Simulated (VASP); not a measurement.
# Lu: convergence, equation of state

Lu, P6_3/mmc (no. 194), 2 atoms in the cell. PBE; PAW potentials Lu (PBE set). VASP 6.6.1.

Wanted: equilibrium volume within 0.2 %; bulk modulus within 1 %.

What the run is for: equation of state; Accuracy asked: standard.

The series start from Plane-wave cutoff (eV): 330; Smearing width (eV): 0.1; k-point mesh: 12 × 12 × 7; Volumes: 5 from 0.92 to 1.08; Precision mode (PREC): Accurate; Electronic threshold (eV): 1e-6; Aspherical gradient terms in the spheres (LASPH): yes; Start of each volume: each volume from scratch. Each series keeps the choices made before it, and each single choice may use up half of a tolerance. Times cover all steps of a run.

## Plane-wave cutoff (eV)

| Plane-wave cutoff (eV) | Equilibrium volume (Å³/atom) | Bulk modulus (GPa) | Time (s) |
|---|---|---|---|
| 200 | 29.61 | 45.42 | 22 |
| 260 | 29.31 | 46.85 | 29 |
| 290 | 29.29 | 47.25 | 32 |
| 330 | 29.27 | 47.34 | 39 |
| 380 | 29.25 | 47.43 | 39 |
| 450 | 29.25 | 47.4 | 52 |
| 540 | 29.25 | 47.46 | 64 |
| 680 (reference) | 29.24 | 47.48 | 88 |

Chosen: 330, the loosest value from which every tighter one stays within half of the tolerance.

## Smearing width (eV)

| Smearing width (eV) | Equilibrium volume (Å³/atom) | Bulk modulus (GPa) | Time (s) |
|---|---|---|---|
| 0.4 | 29.26 | 46.42 | 30 |
| 0.3 | 29.25 | 46.64 | 31 |
| 0.2 | 29.25 | 47.05 | 30 |
| 0.15 | 29.25 | 47.31 | 29 |
| 0.1 | 29.27 | 47.34 | 39 |
| 0.05 (reference) | 29.28 | 47.02 | 30 |

Chosen: 0.05; the next looser run is off by more than half of the tolerance, so convergence isn't shown beyond this value.

## k-point mesh

| k-point mesh | Equilibrium volume (Å³/atom) | Bulk modulus (GPa) | Time (s) |
|---|---|---|---|
| 4 × 4 × 2 | 29.81 | 46.5 | 12 |
| 5 × 5 × 3 | 29.41 | 45.16 | 16 |
| 6 × 6 × 4 | 29.22 | 48.89 | 18 |
| 8 × 8 × 5 | 29.34 | 45.4 | 19 |
| 10 × 10 × 6 | 29.17 | 46.07 | 25 |
| 12 × 12 × 7 | 29.28 | 47.02 | 30 |
| 14 × 14 × 8 (reference) | 29.22 | 46.64 | 38 |

Chosen: 14 × 14 × 8; the next looser run is off by more than half of the tolerance, so convergence isn't shown beyond this value.

## Volumes

| Volumes | Equilibrium volume (Å³/atom) | Bulk modulus (GPa) | Time (s) |
|---|---|---|---|
| 5 from 0.88 to 1.12 | 29.23 | 46.6 | 41 |
| 5 from 0.92 to 1.08 | 29.22 | 46.64 | 38 |
| 7 from 0.91 to 1.09 (reference) | 29.22 | 46.58 | 62 |

Chosen: 5 from 0.88 to 1.12.

## Precision mode (PREC)

| Precision mode (PREC) | Equilibrium volume (Å³/atom) | Bulk modulus (GPa) | Time (s) |
|---|---|---|---|
| SingleN | 29.12 | 44.19 | 28 |
| Normal | 29.22 | 46.35 | 30 |
| Accurate (reference) | 29.23 | 46.6 | 41 |

Chosen: Accurate; the one before it in the list is off by more than half of the tolerance.

## Electronic threshold (eV)

| Electronic threshold (eV) | Equilibrium volume (Å³/atom) | Bulk modulus (GPa) | Time (s) |
|---|---|---|---|
| 0.001 | 29.22 | 46.64 | 33 |
| 0.0001 | 29.23 | 46.6 | 35 |
| 1e-5 | 29.23 | 46.6 | 38 |
| 1e-6 | 29.23 | 46.6 | 41 |
| 1e-7 (reference) | 29.23 | 46.6 | 44 |

Chosen: 0.001.

## Aspherical gradient terms in the spheres (LASPH)

| Aspherical gradient terms in the spheres (LASPH) | Equilibrium volume (Å³/atom) | Bulk modulus (GPa) | Time (s) |
|---|---|---|---|
| yes | 29.22 | 46.64 | 33 |
| no | 29.23 | 46.64 | 27 |

Chosen: yes; no other choice that stays within half of the tolerance saves 30 % of the time.

## Start of each volume

| Start of each volume | Equilibrium volume (Å³/atom) | Bulk modulus (GPa) | Time (s) |
|---|---|---|---|
| each volume from scratch | 29.22 | 46.64 | 33 |
| orbitals of the volume before (WAVECAR) | 29.23 | 46.63 | 28 |

Chosen: each volume from scratch.

## All choices together

| Input | Equilibrium volume (Å³/atom) | Bulk modulus (GPa) | Time (s) |
|---|---|---|---|
| the program's defaults (naive) | 29.47 | 44.77 | 6.5 |
| chosen settings | 29.22 | 46.64 | 33 |
| reference settings throughout | 29.19 | 46.82 | 161 |

The chosen settings stay within the tolerance of the reference run, but the reference itself isn't shown to be converged in: Smearing width (eV), k-point mesh.

## The input

INCAR:
```
GGA = PE
ISMEAR = 1
SIGMA = 0.05
LWAVE = F
LCHARG = F
ISIF = 2
NSW = 0
PREC = Accurate
LASPH = T
LREAL = F
ALGO = Normal
EDIFF = 0.001
NELM = 120
GGA_COMPAT = F
ENCUT = 330
KPAR = 8
```

KPOINTS:
```
Automatic mesh
0
Gamma
  14 14 8
  0 0 0
```

POSCAR.step1:
```
Lu
1.0
    3.3569645803      0.0000000000      0.0000000000
   -1.6784822901      2.9072166061      0.0000000000
    0.0000000000      0.0000000000      5.3193384969
Lu
2
Direct
    0.6666666667      0.3333333333      0.7500000000
    0.3333333333      0.6666666667      0.2500000000
```

POSCAR.step2:
```
Lu
1.0
    3.4315880974      0.0000000000      0.0000000000
   -1.7157940487      2.9718424677      0.0000000000
    0.0000000000      0.0000000000      5.4375845309
Lu
2
Direct
    0.6666666667      0.3333333333      0.7500000000
    0.3333333333      0.6666666667      0.2500000000
```

POSCAR.step3:
```
Lu
1.0
    3.5031000000      0.0000000000      0.0000000000
   -1.7515500000      3.0337735920      0.0000000000
    0.0000000000      0.0000000000      5.5509000000
Lu
2
Direct
    0.6666666667      0.3333333333      0.7500000000
    0.3333333333      0.6666666667      0.2500000000
```

POSCAR.step4:
```
Lu
1.0
    3.5718056782      0.0000000000      0.0000000000
   -1.7859028391      3.0932744547      0.0000000000
    0.0000000000      0.0000000000      5.6597688160
Lu
2
Direct
    0.6666666667      0.3333333333      0.7500000000
    0.3333333333      0.6666666667      0.2500000000
```

POSCAR.step5:
```
Lu
1.0
    3.6379652176      0.0000000000      0.0000000000
   -1.8189826088      3.1505702966      0.0000000000
    0.0000000000      0.0000000000      5.7646031020
Lu
2
Direct
    0.6666666667      0.3333333333      0.7500000000
    0.3333333333      0.6666666667      0.2500000000
```

Commands (each step's output is kept before the next begins):
```
cat potpaw_PBE.64/Lu/POTCAR > POTCAR
cp POSCAR.step1 POSCAR
mpirun -np 8 vasp_std > vasp.out
cp POSCAR.step2 POSCAR
mpirun -np 8 vasp_std > vasp.out
cp POSCAR.step3 POSCAR
mpirun -np 8 vasp_std > vasp.out
cp POSCAR.step4 POSCAR
mpirun -np 8 vasp_std > vasp.out
cp POSCAR.step5 POSCAR
mpirun -np 8 vasp_std > vasp.out
```

Limits: Every volume keeps the cell's shape and the atoms' fractional positions, so the modulus is that of a clamped cell, stiffer than the relaxed one, above all in layered crystals.

The chosen input took VASP 6.6.1 33 s on 8 cores (Intel Xeon 6975P-C (Granite Rapids)), a shared host.

## An input that fails: cutoff far too low

It runs to its end, but against the unchanged starting input it is off by 11 % in the equilibrium volume, 135 % in the bulk modulus.

Changes against the starting input:
```
(all steps)
- PREC = Accurate
- NELM = 120
- ENCUT = 330
+ PREC = Low
+ NELM = 71
+ ENCUT = 150
```
